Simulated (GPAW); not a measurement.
Nb:

```
Nb
1.0
     0.00000    2.11500    2.11500
     2.11500    0.00000    2.11500
     2.11500    2.11500    0.00000
Nb
1
Direct
  0.00000 0.00000 0.00000
```

This isn't the form of Nb at room conditions, which is bcc.

```yaml
Program: GPAW 26.7.0
Task: single point
Functional: PBE
Potentials_or_basis: GPAW PAW data sets (gpaw-data 1.2.1)
Cutoff: 600 eV
Basis: pw
k_mesh: 11 × 11 × 11
Occupations: fermi-dirac, width 0.05 eV
Spin: no spin polarisation
```

On this cell: pressure -2.5 GPa; band gap on the k mesh none (metal or under the smearing width).

The same run follows on a disturbed copy (cell strained at random at fixed volume):

```
Nb
1.0
    -0.04103    2.19338    2.10885
     2.04640    0.04981    2.01800
     2.12625    2.18239   -0.03004
Nb
1
Direct
  0.03008 0.99603 0.99978
```

**Question.** What changes?

**Answer.** The energy (extrapolated to zero smearing) moves by -18.6 meV/atom; pressure -2.9 GPa; band gap on the k mesh none (metal or under the smearing width).

Stress tensor (GPa, compression positive):
```
-3.49  0.38 -1.75
 0.38  1.76  0.94
-1.75  0.94 -6.86
```

The energy falls, though the first cell shows no forces: that form is unstable against this distortion, unless noise or another electronic state is at work.
